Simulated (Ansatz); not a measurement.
# Zr3SiW: the cost of one run

Program: Ansatz 0.2.0. Level of theory: DFT PBE, scalar-relativistic, plane waves, PAW. These are calculated values, not measurements.

1 further run of the same task is left out (it didn't finish).

## 1. The system as given

Symmetry: R-3m, No. 166, trigonal system. The conventional cell has a = 5.913 Å, b = 5.913 Å, c = 7.318 Å, α = 90.00°, β = 90.00°, γ = 120.00°. Zr (site symmetry 2/m) is surrounded by 2 W at 2.10 Å and 8 Zr at 2.96 to 2.98 Å and 4 Si at 2.96 to 2.98 Å. Si (site symmetry -3m) is surrounded by 12 Zr at 2.96 to 2.98 Å. Around W (site symmetry -3m) lie 6 Zr at 2.10 Å.

Structure file:

```xyz
5
Lattice="2.9566 1.7070 2.4394 -2.9566 1.7070 2.4394 0.0000 -3.4140 2.4394" Properties=species:S:1:pos:R:3 pbc="T T T"
Zr   -1.4783   -0.8535    2.4394
Zr    1.4783   -0.8535    2.4394
Zr    0.0000    1.7070    2.4394
Si    0.0000    0.0000    0.0000
W     0.0000    0.0000    3.6590
```

Recipe of the guess: species swapped into a database cell of FeBiO3 (R-3m, No. 166), with W on the Fe sites, Si on the Bi sites and Zr on the O sites. Its size is a rough estimate.

## 2. A first look at the guess

input.yaml reads:

```yaml
crystal:
  lattice:
    - [2.95657945, 1.70698194, 2.43936264]
    - [-2.95657945, 1.70698194, 2.43936264]
    - [0.0, -3.41396388, 2.43936264]
  atoms:
    - { symbol: Zr, position: [0.0, 0.5, 0.5] }
    - { symbol: Zr, position: [0.5, 0.0, 0.5] }
    - { symbol: Zr, position: [0.5, 0.5, 0.0] }
    - { symbol: Si, position: [0.0, 0.0, 0.0] }
    - { symbol: W, position: [0.5, 0.5, 0.5] }
basis:
  ecutwfc: 420
kpoints:
  mp_grid: { grid: [6, 6, 6] }
hamiltonian:
  xc: pbe
scf:
  occupations: { method: gaussian, width: 0.1 }
  lower_state_search: "off"
output:
  forces: true
  stress: true
  eigenvalues: true
```

Started as:

```bash
$ ansatz run input.yaml --threads 1 --pin off --max-ram 2560MiB --backend cpu --events-out ev --progress --plain --runs-dir out
```

Q: Estimate wall time and peak memory on 1 thread of Intel Xeon 6975P-C (Granite Rapids), shared host.

About 2.3 s, with a peak of 0.43 GiB.
